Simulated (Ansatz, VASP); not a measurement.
Two plane-wave programs on SiC

The input POSCAR:

```
SiC
1.0
   -0.0023672638      2.1588897798      2.1832912200
    2.1588897798     -0.0023672638      2.1832912200
    2.1565225160      2.1565225160      0.0000000000
Si C
1 1
Direct
   -0.0005678748     -0.0005678748      0.0005678748
    0.2505678748      0.2505678748      0.2494321252
```

INCAR.step1

```
PREC = Accurate
ENCUT = 520
ISMEAR = 0
SIGMA = 0.02
LREAL = False
LASPH = True
NELM = 100
GGA = PE
ALGO = Normal
EDIFF = 1E-4
LWAVE = True
LCHARG = False
```

INCAR.step2

```
PREC = Accurate
ENCUT = 520
EDIFF = 1E-7
ISMEAR = 0
SIGMA = 0.02
LREAL = False
LASPH = True
NELM = 100
ALGO = Normal
ISIF = 2
LWAVE = False
LCHARG = False
METAGGA = R2SCAN
LMIXTAU = True
IBRION = 2
NSW = 60
EDIFFG = -0.002
ISTART = 1
```

Contents of KPOINTS:

```
regular mesh
0
Gamma
  10 10 10
```

Input for Ansatz:

```yaml
crystal:
  lattice:
    - [-0.0023672638, 2.1588897798, 2.18329122]
    - [2.1588897798, -0.0023672638, 2.18329122]
    - [2.156522516, 2.156522516, 0.0]
  atoms:
    - { symbol: Si, position: [-0.0005678748, -0.0005678748, 0.0005678748] }
    - { symbol: C, position: [0.2505678748, 0.2505678748, 0.2494321252] }
basis:
  ecutwfc: 500
kpoints:
  mp_grid: { grid: [10, 10, 10] }
hamiltonian:
  xc: r2scan
  pseudopotentials: { kind: paw, azcp: { folder: soft_1 } }
scf:
  occupations: { method: gaussian, width: 0.02 }
output:
  forces: true
  stress: true
  eigenvalues: true
relax:
  adjacent_minimum: "off"
  f_tol: 0.002
  max_steps: 40
```

Change from the starting cell: strained cell.

Alike in both runs: task relaxation of the atoms; functional r2SCAN; k mesh 10 × 10 × 10; occupations gaussian, width 0.02 eV; no spin polarisation.

|  | VASP | Ansatz |
| --- | --- | --- |
| version | VASP 6.6.1 | Ansatz 0.2.0 |
| potentials or method | VASP PAW PBE potentials, release 64 (Si, C) | scalar-relativistic, plane waves, PAW |
| plane-wave cutoff (eV) | 520 | 500 |
| valence electrons in the cell | 8 | 8 |

|  | VASP | Ansatz | Ansatz less VASP |
| --- | --- | --- | --- |
| gap on the k mesh at the Fermi level, each at its own relaxed structure (eV) | 1.64 | 1.63 | -0.014 |

Ansatz warned: «stress_scf_threshold_loose».

 A k mesh can miss the band edges.
